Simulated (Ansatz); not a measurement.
# Tuning gaps by epitaxial strain

Plane-wave DFT in Ansatz, r2SCAN, scalar-relativistic PAW potentials, cutoff 500 eV, no spin-orbit coupling; no spin polarisation. Equal strain along a and b of the conventional cell, c and the atoms relaxed; gaps sought over the whole zone. A star marks a structure that wasn't matched here to a measured phase, so it may never have been made and needn't be stable; unstarred phases aren't always the most stable ones.

| crystal | strain: gap (eV) |
| --- | --- |
| ZnO (P6_3mc) | -6.0 %: 1.122; -4.0 %: 1.172; -2.0 %: 1.211; +0.0 %: 1.238; +2.0 %: 1.252; +4.0 %: 1.260; +6.0 %: 1.283 |
| Al₃GaN₄ (P-43m)* | -3.0 %: 3.820; -1.5 %: 3.915; +0.0 %: 4.004; +1.5 %: 3.814; +3.0 %: 3.647 |
| SnO₂ (P4_2/mnm) | -4.5 %: 2.251; -3.0 %: 2.089; -1.5 %: 1.927; +0.0 %: 1.769; +1.5 %: 1.623; +3.0 %: 1.496; +4.5 %: 1.394 |
| AlN (P6_3mc) | -4.5 %: 5.313; -3.0 %: 5.296; -1.5 %: 5.201; +0.0 %: 4.880; +1.5 %: 4.560; +3.0 %: 4.248; +4.5 %: 3.950 |

Question: What are the slopes on either side of zero strain, and why can they differ?

Answer: ZnO (P6_3mc) +14 and +7; Al₃GaN₄ (P-43m)* +59 and -127; SnO₂ (P4_2/mnm) -105 and -97; AlN (P6_3mc) -214 and -213 meV per % (over the first step on the compressive side, then on the tensile side; a positive slope means the gap grows as the plane is stretched). The slope drops from the first side to the second in Al₃GaN₄ (P-43m)*. The gap is the smallest distance between any valence top and conduction valley, so its slope drops where another pair takes over. In Al₃GaN₄ (P-43m)* the shear part of the strain lowers the cubic symmetry and splits a degenerate band edge or a set of equal valleys, and whichever member moves into the gap sets it on each side of zero. Relaxations kept the strained cell's symmetry, so distortions at large strain weren't sought, and coherent films seldom hold more than 2 to 3 %. Splitting by shear is how strain cuts scattering and transport mass in Si and Ge channels; masses under strain weren't computed. The slope of one pair of band edges is as a rule more reliable than the Kohn–Sham gap, while the strain at which pairs cross shifts with the functional.

Cost: about 43 core-minutes for the runs cited, on Intel Xeon Platinum 8259CL (Skylake/Cascade Lake), Intel Xeon Processor @ 2.50GHz (Skylake/Cascade Lake), Arm Neoverse V1 (shared hosts).